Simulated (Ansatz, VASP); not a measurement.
## KBr in VASP and in Ansatz

```
CELL_PARAMETERS angstrom
4.07028 0.00000 0.00000
0.00000 4.07028 0.00000
0.00000 0.00000 4.07028
ATOMIC_POSITIONS crystal
Br 0.50000 0.50000 0.50000
K 0.00000 0.00000 0.00000
```

Change from the starting cell: volume scaled by 1.02.

Alike in both runs: task single point; functional PBE; k mesh 7 × 7 × 7; occupations fermi-dirac, width 0.05 eV; no spin polarisation.

|  | VASP | Ansatz |
| --- | --- | --- |
| version | VASP 6.6.1 | Ansatz 0.2.0 |
| potentials or method | VASP PAW PBE potentials, release 64 (Br, K_sv), cutoff 520 eV | all-electron LAPW, scalar-relativistic |

```csv
,VASP,Ansatz,Ansatz less VASP
gap on the k mesh at the Fermi level (eV),3.83,3.83,+0.002
least direct gap on the mesh (eV),4.06,4.06,+0.002
pressure (GPa),-0.3,-0.3,+0.01
```

Ansatz ran all-electron here, so the differences hold the error of VASP's frozen core and of both bases.

Caveats: an odd mesh through Γ misses points on the zone boundary, where band edges often lie.
